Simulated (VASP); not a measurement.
# C (P6_3/mmc) in VASP: band structure with PBE+D3(BJ)

Aim: the band structure of C with PBE+D3(BJ).

All numbers are computed with VASP 6.6.1; they aren't measurements. Logs are shortened: lines on timing, memory, paths and dates and some standing lists are left out, and cuts for length are marked.

## (1) The structure

Symmetry: P6_3/mmc, No. 194, hexagonal system. Conventional cell: a = 2.467 Å, b = 2.467 Å, c = 7.803 Å, α = 90.00°, β = 90.00°, γ = 120.00°. C (site symmetry -6m2) is surrounded by 3 C at 1.42 Å. C (site symmetry -6m2) has 3 C at 1.42 Å as nearest neighbours.

## (2) Band structure, PBE+D3(BJ)

File INCAR:

```
SYSTEM = C
PREC = Accurate ; ENCUT = 520
EDIFF = 1E-7 ; ISMEAR = 0
SIGMA = 0.02 ; LREAL = .False.
LASPH = .True. ; NELM = 80
ALGO = Normal ; ISIF = 2
LWAVE = .False. ; LCHARG = .False.
GGA = PE ; IVDW = 12
NBANDS = 16
```

File KPOINTS:

```
Automatic mesh
0
Gamma
  15 15 4
  0 0 0
```

File POSCAR:

```
C
1.0
    2.4672912600      0.0000000000      0.0000000000
   -1.2336456300      2.1367369100      0.0000000000
    0.0000000000      0.0000000000      7.8030730000
C
4
Direct
    0.0000000000      0.0000000000      0.2500000000
    0.0000000000      0.0000000000      0.7500000000
    0.3333333300      0.6666666700      0.2500000000
    0.6666666700      0.3333333300      0.7500000000
```

File KPOINTS_OPT:

```
path GMKGALHA,LM,KH
10
line-mode
reciprocal
 0.0000000000  0.0000000000  0.0000000000  G
 0.5000000000  0.0000000000  0.0000000000  M

 0.5000000000  0.0000000000  0.0000000000  M
 0.3333333333  0.3333333333  0.0000000000  K

 0.3333333333  0.3333333333  0.0000000000  K
 0.0000000000  0.0000000000  0.0000000000  G

 0.0000000000  0.0000000000  0.0000000000  G
 0.0000000000  0.0000000000  0.5000000000  A

 0.0000000000  0.0000000000  0.5000000000  A
 0.5000000000  0.0000000000  0.5000000000  L

 0.5000000000  0.0000000000  0.5000000000  L
 0.3333333333  0.3333333333  0.5000000000  H

 0.3333333333  0.3333333333  0.5000000000  H
 0.0000000000  0.0000000000  0.5000000000  A

 0.5000000000  0.0000000000  0.5000000000  L
 0.5000000000  0.0000000000  0.0000000000  M

 0.3333333333  0.3333333333  0.0000000000  K
 0.3333333333  0.3333333333  0.5000000000  H
```

Potentials or basis: VASP PAW PBE potentials, release 64 (C).

Started as:

```console
$ cat potpaw_PBE.64/C/POTCAR > POTCAR
$ mpirun -np 1 vasp_std > vasp.out
```

OUTCAR:

```text
SYSTEM = C
   PREC = Accurate
   ENCUT = 520
   EDIFF = 1E-7
   ISMEAR = 0
   LREAL = .False.
   LASPH = .True.
   NELM = 80
   ISIF = 2
   GGA = PE
   IVDW = 12
 IVDW          = 12

 ion  position               nearest neighbor table
   1  0.000  0.000  0.250-   3 1.42   3 1.42   3 1.42
   2  0.000  0.000  0.750-   4 1.42   4 1.42   4 1.42
   3  0.333  0.667  0.250-   1 1.42   1 1.42   1 1.42
   4  0.667  0.333  0.750-   2 1.42   2 1.42   2 1.42

  LATTYP: Found a hexagonal cell.
 ALAT       =     2.4672912600
 C/A-ratio  =     3.1626071581

  Lattice vectors:

 A1 = (   2.4672912600,   0.0000000000,   0.0000000000)
 A2 = (  -1.2336456300,   2.1367369100,   0.0000000000)
 A3 = (   0.0000000000,   0.0000000000,   7.8030730000)

Analysis of symmetry for initial positions (statically):
=====================================================================
 Subroutine PRICEL returns:
 Original cell was already a primitive cell.

 Routine SETGRP: Setting up the symmetry group for a
 hexagonal supercell.

 Subroutine GETGRP returns: Found 24 space group operations
 (whereof 12 operations were pure point group operations)
 out of a pool of 24 trial point group operations.

The static configuration has the point symmetry D_3d.
 The point group associated with its full space group is D_6h.

Analysis of symmetry for dynamics (positions and initial velocities):
=====================================================================
 Subroutine PRICEL returns:
 Original cell was already a primitive cell.

 Routine SETGRP: Setting up the symmetry group for a
 hexagonal supercell.

 Subroutine GETGRP returns: Found 24 space group operations
 (whereof 12 operations were pure point group operations)
 out of a pool of 24 trial point group operations.

The dynamic configuration has the point symmetry D_3d.
 The point group associated with its full space group is D_6h.

 Subroutine INISYM returns: Found 24 space group operations
 (whereof 12 operations are pure point group operations),
 and found     1 'primitive' translations

----------------------------------------------------------------------------------------

                                     Primitive cell

  volume of cell :      41.1374

  direct lattice vectors                    reciprocal lattice vectors
     2.467291260  0.000000000  0.000000000     0.405302777  0.234001668  0.000000000
    -1.233645630  2.136736910  0.000000000     0.000000000  0.468003335  0.000000000
[... 94 lines left out ...]
   NFREE  =      0    steps in history (QN), initial steepest desc. (CG)
   ISIF   =      2    stress and relaxation
   ISYM   =      2    0-nonsym 1-usesym 2-fastsym
   POTIM  = 0.5000    time-step for ionic-motion
   TEBEG  =    0.0;   TEEND  =   0.0 temperature during run
   PSTRESS=    0.0 pullay stress
   NELECT =      16.0000    total number of electrons
   NUPDOWN=      -1.0000    fix difference up-down
   EMIN   =  10.00;   EMAX   =-10.00  energy-range for DOS
   EFERMI =   0.00;   METHOD = LEGACY
   ISMEAR =     0;   SIGMA  =   0.02  broadening in eV -4-tet -1-fermi 0-gaus
   EFERMI_NEDOS =   21; number of points for ismear=-14 and -15
   IALGO  =     38    algorithm
   IMIX   =      4    mixing-type and parameters
     AMIX     =   0.40;   BMIX     =  1.00
     AMIX_MAG =   1.60;   BMIX_MAG =  1.00
  volume/ion in A,a.u.               =      10.28        69.40
  Fermi-wavevector in a.u.,A,eV,Ry     =   1.195003  2.258229 19.429568  1.428033
  Thomas-Fermi vector in A             =   2.330979
   LORBIT       =      0    0 simple, 1 ext, 2 COOP (PROOUT), +10 PAW based schemes
   GGA     = PE    functional components
   LHFCALC =     F    Hartree Fock is set to
   AEXX    =    0.0000 exact exchange contribution
   IVDW    =    12    specifies the selected vdW correction
   LEPSILON=     F    determine dielectric tensor
   LRPA    =     F    only Hartree local field effects (RPA)
 non-spin polarized calculation
 Gauss-broadening in eV      SIGMA  =   0.02
  energy-cutoff  :      520.00
  volume of cell :       41.14
 maximum number of plane-waves:      1128
   NGX =  9   NGY =  9   NGZ = 29

 number of electron      15.9999994 magnetization

 Free energy of the ion-electron system (eV)
  ---------------------------------------------------
  ext. energy  EPLUGINS =         0.00000000
  ---------------------------------------------------
  free energy    TOTEN  =       -36.89665033 eV

  energy without entropy =      -36.89640117  energy(sigma->0) =      -36.89652575

 E-fermi :   3.4336     XC(G=0):  -9.2918

 val. band max:        3.4325784131   @ k =   0.3333   0.3333   0.5000
 cond. band min:       3.4338598009   @ k =   0.3333   0.3333   0.2500
 fundamental gap:      0.0012813878
 Fermi energy:         3.4336089657

 k-point     1 :       0.0000    0.0000    0.0000
  band No.  band energies     occupation
      1     -16.1098      2.00000
      2     -16.0260      2.00000
      3      -4.5759      2.00000
      4      -3.7255      2.00000
      5       0.3945      2.00000
      6       0.3945      2.00000
[... 433 lines left out ...]
      3      -9.2421      2.00000
      4      -9.2240      2.00000
      5      -5.4088      2.00000
      6      -5.3841      2.00000
[... 8 lines left out ...]
     15      15.0425      0.00000
     16      15.3158      0.00000

 [... further k-points ...]

------------------------ aborting loop because EDIFF is reached ----------------------------------------

 Edisp (eV)   -0.52304

 E8    (eV) :    -0.1459

  FORCE on cell =-STRESS in cart. coord.  units (eV):
  Direction    XX          YY          ZZ          XY          YZ          ZX
  --------------------------------------------------------------------------------------
  -------------------------------------------------------------------------------------
  Total      -0.04558    -0.04558    -0.49929    -0.00000    -0.00000     0.00000
  in kB      -1.77508    -1.77508   -19.44567    -0.00000    -0.00000     0.00000
  external pressure =       -7.67 kB  Pullay stress =        0.00 kB

 VOLUME and BASIS-vectors are now :
 -----------------------------------------------------------------------------
  energy-cutoff  :      520.00
  volume of cell :       41.14
      direct lattice vectors                 reciprocal lattice vectors
     2.467291260  0.000000000  0.000000000     0.405302777  0.234001668  0.000000000
    -1.233645630  2.136736910  0.000000000     0.000000000  0.468003335  0.000000000
     0.000000000  0.000000000  7.803073000     0.000000000  0.000000000  0.128154639

 POSITION                                       TOTAL-FORCE (eV/Angst)
 -----------------------------------------------------------------------------------
      0.00000      0.00000      1.95077         0.000000     -0.000000      0.000000
      0.00000      0.00000      5.85230        -0.000000      0.000000      0.000000
     -0.00000      1.42449      1.95077        -0.000000      0.000000      0.000000
      1.23365      0.71225      5.85230         0.000000     -0.000000     -0.000000
 -----------------------------------------------------------------------------------
    total drift:                               -0.000000      0.000000      0.000000

  FREE ENERGIE OF THE ION-ELECTRON SYSTEM (eV)
  ---------------------------------------------------
  free  energy   TOTEN  =       -37.4196928697 eV

  energy  without entropy=      -37.4194437056  energy(sigma->0) =      -37.41956829
```

stdout:

```text
POSCAR found type information on POSCAR C
 POSCAR found :  1 types and       4 ions
 scaLAPACK will be used
 LDA part: xc-table for (Slater+PW92), standard interpolation
 POSCAR, INCAR and KPOINTS ok, starting setup
 FFT: planning ... GRIDC
 FFT: planning ... GRID_SOFT
 FFT: planning ... GRID
 WAVECAR not read
 entering main loop
 Start KPOINTS_OPT (optional k-point list driver)
k-point batch [1-81\90]
k-point batch [82-90\90]
```

It took 72 s on 1 thread of Intel Xeon Platinum 8259CL at 2.50GHz (Skylake/Cascade Lake), shared host; peak memory 0.2 GiB.

What came out:

```yaml
Free_energy: -37.4197 eV
Pressure: -0.8 GPa
Band_gap_along_the_path: none (metal or under the smearing width)
Dispersion_energy_per_atom: -0.131 eV
```

Stress tensor (GPa, compression positive):
```
-0.18  0.00  0.00
 0.00 -0.18  0.00
 0.00  0.00 -1.94
```

Levels at the corners of the path, in eV from the Fermi level:
```csv
point,band 4,band 5,band 6,band 7,band 8,band 9,band 10,band 11,band 12,band 13
Γ,-7.16,-3.04,-3.04,-3.04,-3.04,3.39,7.61,8.30,8.30,8.31
M,-13.21,-6.41,-6.40,-2.50,-2.23,1.54,1.88,7.30,7.42,10.76
M,-13.21,-6.41,-6.40,-2.50,-2.23,1.54,1.88,7.30,7.42,10.76
K,-12.56,-10.54,-10.54,-0.25,0.00,0.00,0.26,10.75,10.75,12.15
K,-12.56,-10.54,-10.54,-0.25,0.00,0.00,0.26,10.75,10.75,12.15
Γ,-7.16,-3.04,-3.04,-3.04,-3.04,3.39,7.61,8.30,8.30,8.31
Γ,-7.16,-3.04,-3.04,-3.04,-3.04,3.39,7.61,8.30,8.30,8.31
A,-7.61,-3.04,-3.04,-3.04,-3.04,5.05,5.05,8.30,8.30,8.30
A,-7.61,-3.04,-3.04,-3.04,-3.04,5.05,5.05,8.30,8.30,8.30
L,-13.22,-6.41,-6.41,-2.36,-2.36,1.67,1.67,7.36,7.36,11.77
L,-13.22,-6.41,-6.41,-2.36,-2.36,1.67,1.67,7.36,7.36,11.77
H,-12.59,-10.54,-10.54,0.00,0.00,0.00,0.00,10.32,10.32,13.19
H,-12.59,-10.54,-10.54,0.00,0.00,0.00,0.00,10.32,10.32,13.19
A,-7.61,-3.04,-3.04,-3.04,-3.04,5.05,5.05,8.30,8.30,8.30
L,-13.22,-6.41,-6.41,-2.36,-2.36,1.67,1.67,7.36,7.36,11.77
M,-13.21,-6.41,-6.40,-2.50,-2.23,1.54,1.88,7.30,7.42,10.76
K,-12.56,-10.54,-10.54,-0.25,0.00,0.00,0.26,10.75,10.75,12.15
H,-12.59,-10.54,-10.54,0.00,0.00,0.00,0.00,10.32,10.32,13.19
```
